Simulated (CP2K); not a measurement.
Crystal: ZnS.

```
CELL_PARAMETERS angstrom
3.82121 0.00000 0.00000
1.91060 3.30926 0.00000
1.91060 1.10309 3.12000
ATOMIC_POSITIONS crystal
Zn 0.75000 0.75000 0.75000
S 0.00000 0.00000 0.00000
```

Program: CP2K 2026.2. Alike in all runs: task band structure; no spin polarisation; cell as given; k mesh 9 × 9 × 9.

Question: Order these runs on this cell by their band gap on the k mesh, lowest first.
A. level r2SCAN; potentials or basis POTENTIAL_UZH Zn GTH-SCAN-q12, S GTH-SCAN-q6; TZVP-MOLOPT-SCAN-GTH basis; smearing fermi-dirac 0.1 eV; EPS_DEFAULT 1.0E-9; NGRIDS 4; points a segment of the path (NPOINTS) 8; bands added on the path 4; CUTOFF of the grids 675 Ry
B. level PBE; potentials or basis POTENTIAL_UZH Zn GTH-PBE-q12, S GTH-PBE-q6; TZVP-MOLOPT-PBE-GTH basis; smearing fermi-dirac 0.01 eV; EPS_DEFAULT 1.0E-10; NGRIDS 5; points a segment of the path (NPOINTS) 10; bands added on the path 6; CUTOFF of the grids 450 Ry
C. level TB-mBJ; potentials or basis POTENTIAL_UZH Zn GTH-PBE-q12, S GTH-PBE-q6; TZVP-MOLOPT-PBE-GTH basis; smearing fermi-dirac 0.01 eV; EPS_DEFAULT 1.0E-9; NGRIDS 4; points a segment of the path (NPOINTS) 10; bands added on the path 6; CUTOFF of the grids 675 Ry

Answer: C (1.80 eV), B (2.08 eV), A (2.50 eV).

Caveats: the basis of atomic orbitals isn't converged, which shifts pressures, moduli and gaps; this is a model potential without an energy functional, so only levels have meaning (some runs).
